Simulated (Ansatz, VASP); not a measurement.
# MgS in VASP and in Ansatz

```
Mg S
1.0
     2.52697    2.52697    0.00000
    -2.52697    2.52697    0.00000
     0.00000    2.52697    2.52697
Mg S
1 1
Direct
  0.00000 0.00000 0.00000
  0.50000 0.50000 0.00000
```

Alike in both runs: task single point; functional LDA; k mesh 8 × 8 × 8; no spin polarisation.

|  | VASP | Ansatz |
| --- | --- | --- |
| version | VASP 6.6.1 | Ansatz 0.2.0 |
| potentials or method | VASP PAW LDA potentials, release 64 (Mg, S), cutoff 520 eV | all-electron LAPW, scalar-relativistic |
| occupations | gaussian, width 0.01 eV | fixed |

|  | VASP | Ansatz | Ansatz less VASP |
| --- | --- | --- | --- |
| gap on the k mesh at the Fermi level (eV) | 2.74 | 2.74 | -0.001 |
| pressure (GPa) | 3.4 | 4.1 | +0.65 |

Ansatz ran all-electron here, so the differences hold the error of VASP's frozen core and of both bases.

A k mesh can miss the band edges. A hybrid or GW would open this gap; LDA tends to underestimate it.
